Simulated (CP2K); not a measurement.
**Sb in CP2K: convergence with eps scf**

Input of the first run (eps scf 1.0E-3); the others differ in this setting and in those tied to it:

The input sb_converge.inp:

```
&GLOBAL
  PROJECT sb_converge
  RUN_TYPE ENERGY_FORCE
  PRINT_LEVEL LOW
&END GLOBAL
&FORCE_EVAL
  METHOD QS
  STRESS_TENSOR ANALYTICAL
  &DFT
    BASIS_SET_FILE_NAME BASIS_MOLOPT
    POTENTIAL_FILE_NAME GTH_POTENTIALS
    &MGRID
      CUTOFF 450
      REL_CUTOFF 60
      NGRIDS 5
    &END MGRID
    &QS
      METHOD GPW
      EPS_DEFAULT 1.0E-9
    &END QS
    &KPOINTS
      SCHEME MONKHORST-PACK 8 7 7
      GAMMA_CENTERED T
      SYMMETRY T
      SYMMETRY_BACKEND SPGLIB
    &END KPOINTS
    &SCF
      SCF_GUESS ATOMIC
      EPS_SCF 1.0E-3
      MAX_SCF 100
      ADDED_MOS 8
      CHOLESKY OFF
      EPS_EIGVAL 1.0E-7
      &DIAGONALIZATION ON
        ALGORITHM STANDARD
      &END DIAGONALIZATION
      &MIXING ON
        METHOD BROYDEN_MIXING
        ALPHA 0.4
        BETA 1.5
        NBUFFER 8
      &END MIXING
      &SMEAR ON
        METHOD FERMI_DIRAC
        ELECTRONIC_TEMPERATURE [K] 580.226
      &END SMEAR
    &END SCF
    &XC
      &XC_FUNCTIONAL
        &GGA_X_PBE
        &END GGA_X_PBE
        &GGA_C_PBE
        &END GGA_C_PBE
      &END XC_FUNCTIONAL
    &END XC
    &PRINT
      &KPOINTS ON
      &END KPOINTS
      &MULLIKEN ON
      &END MULLIKEN
      &MO ON
        ENERGIES T
        OCCUPATION_NUMBERS T
        &EACH
          QS_SCF 0
        &END EACH
        ADD_LAST NUMERIC
      &END MO
    &END PRINT
  &END DFT
  &SUBSYS
    &CELL
      A 3.3570444216 0.0000000000 0.0000000000
      B 1.7502520514 2.9125979420 0.0000000000
      C 1.6618095528 0.8718236502 2.7272210331
      PERIODIC XYZ
    &END CELL
    &COORD
      SCALED
      Sb  0.0042120000 0.0048760000 -0.0040860000
    &END COORD
    &KIND Sb
      BASIS_SET DZVP-MOLOPT-SR-GTH-q5
      POTENTIAL GTH-PBE-q5
    &END KIND
    &PRINT
      &ATOMIC_COORDINATES ON
      &END ATOMIC_COORDINATES
      &CELL ON
      &END CELL
      &SYMMETRY ON
      &END SYMMETRY
    &END PRINT
  &END SUBSYS
  &PRINT
    &FORCES ON
    &END FORCES
    &STRESS_TENSOR ON
    &END STRESS_TENSOR
  &END PRINT
&END FORCE_EVAL
```

Potentials or basis: GTH_POTENTIALS Sb GTH-PBE-q5; DZVP-MOLOPT-SR-GTH basis.

Run with:

```bash
$ OMP_NUM_THREADS=1 cp2k.psmp -i sb_converge.inp -o sb_converge.out
```

The cell isn't the ideal one: cell strained at random at fixed volume.

This isn't the form of Sb at room conditions, which is rhombohedral.

Hardware: 1 thread of Arm Neoverse V2, with other jobs on the host.

```
eps scf  energy less the tightest run, at zero smearing (meV/atom)  SCF cycles  CPU time (s)  peak memory (GiB)
 1.0E-3                                                       0.00           4           4.5                0.2
 1.0E-4                                                       0.00           7           6.7                0.2
 1.0E-5                                                       0.00           7           6.7                0.2
 1.0E-6                                                       0.00          12            10               0.21
 1.0E-7                                                       0.00          14            12               0.21
 1.0E-8                                                       0.00          16            14               0.21
```

Against the tightest run, the energy stays within 1 meV/atom from 1.0E-3 on. The tightest run that finished is the yardstick and may itself not be fully converged.

 The run has no spin-orbit coupling, so splittings on Sb are missing.
